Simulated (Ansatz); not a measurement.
Runs of Ansatz 0.2.0 on Os. It takes space group Fm-3m (No. 225, cubic). The conventional cell has a = 3.890 Å, b = 3.890 Å, c = 3.890 Å, α = 90.00°, β = 90.00°, γ = 90.00°. Around Os (site symmetry m-3m) lie 12 Os at 2.75 Å. This isn't the form of Os at room conditions, which is hcp.

| task | level | potentials or basis | spin | U | cell | k mesh | cutoff (eV) | smearing | hubbard projectors | double counting | other keys | mesh quality | gap on the mesh (eV) | pressure (GPa) |
| --- | --- | --- | --- | --- | --- | --- | --- | --- | --- | --- | --- | --- | --- | --- |
| electrostatic potential | PBEsol+D3(BJ)+U | Ansatz PAW earlier set | off | Os d U = 3 eV | cell strained at random at fixed volume | 9 × 9 × 9 | 480 | fermi-dirac 0.05 eV | atomic | fll (the default) | - | not flagged | none | -37.1 |
| projected density of states | PBEsol | Ansatz PAW | off | - | as given | 7 × 7 × 7 | 420 | gaussian 0.15 eV | - | - | hamiltonian.xc = pbesol | coarse | none | -19.0 |
| atomic charges | LC-wPBE | Ansatz PAW | off | - | as given | 8 × 8 × 8 | 420 | gaussian 0.02 eV | - | - | - | not flagged | none | -37.1 |
| relaxation of cell and atoms | m-r2SCAN | Ansatz NC | collinear, program default start | - | relaxed | 12 × 12 × 12 | 1100 | gaussian 0.05 eV | - | - | - | not flagged | - | 0.0 |
| atomic charges | HSE03 | PseudoDojo standard (PBE files) | off | - | as given | 7 × 7 × 7 | 1007 | cold 0.15 eV | - | - | - | coarse | none | (a) |

Problem. Fill in the values left out.

Solution. (a) -18.9.

Caveats: some runs use coarse meshes; so large a pressure means that the cell lies far from this level's equilibrium, or that cutoff or potentials fall short (some runs); the PAW data sets come from PBE, with cores solved anew for the run's functional, which leaves a small shift of forces and pressure (some runs); the thresholds are loose for stress (some runs); the potentials were made for another functional, which shifts forces and pressure (some runs); the cell as given lies far from equilibrium (some runs); U without spin polarisation on a metal has little footing (some runs); pairwise dispersion overbinds metals, which lowers pressure and volume (some runs).

A k mesh can miss the band edges, and the runs leave out spin-orbit coupling on Os.

A gap of «none» marks a metal or a gap under the smearing width.

Runs at the PBE level aren't shown here.
